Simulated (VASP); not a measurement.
Write the native input for VASP 6.6.1 that does the following.

* Task: single point
* Functional: PBEsol
* Potentials or basis: VASP PAW PBE potentials, release 64 (Y_sv)
* Cutoff: 520 eV
* k mesh: 12 × 12 × 12
* Occupations: fermi-dirac, width 0.1 eV
* Spin: no spin polarisation
* Dipole correction: no
* Further INCAR settings: ALGO = Normal; EDIFF = 1e-07; NBANDS = 12

The structure of Y lies in POSCAR:

```
Y
1.0
   -1.8922660000      1.8922660000      1.8922660000
    1.8922660000     -1.8922660000      1.8922660000
    1.8922660000      1.8922660000     -1.8922660000
Y
1
Direct
    0.0000000000      0.0000000000      0.0000000000
```

The cell was built by a generator and needn't be a form met in nature.

The input as run:

INCAR

```
SYSTEM = Y
ALGO = Normal
EDIFF = 1E-7
ENCUT = 520
GGA = PS
ISIF = 2
ISMEAR = -1
LASPH = .True.
LCHARG = .True.
LELF = .True.
LREAL = .False.
LVHAR = .True.
LWAVE = .False.
NBANDS = 12
NELM = 80
PREC = Accurate
SIGMA = 0.1
```

KPOINTS

```
k-points
0
Gamma
  12 12 12
  0 0 0
```

Potentials or basis: VASP PAW PBE potentials, release 64 (Y_sv).

The run is started by

```bash
$ cat potpaw_PBE.64/Y_sv/POTCAR > POTCAR
$ mpirun -np 1 vasp_std > vasp.out
```

It gave:

| Item | Value |
| --- | --- |
| Pressure | 7.3 GPa |
| Band gap on the k mesh | none (metal or under the smearing width) |

Caveat: the PAW data sets were made with another functional, which shifts forces and pressure a little.

Run time: 16 s on 1 thread of Intel(R) Xeon(R) Platinum 8488C (Sapphire Rapids), with other jobs on the host, peak memory 0.16 GiB.
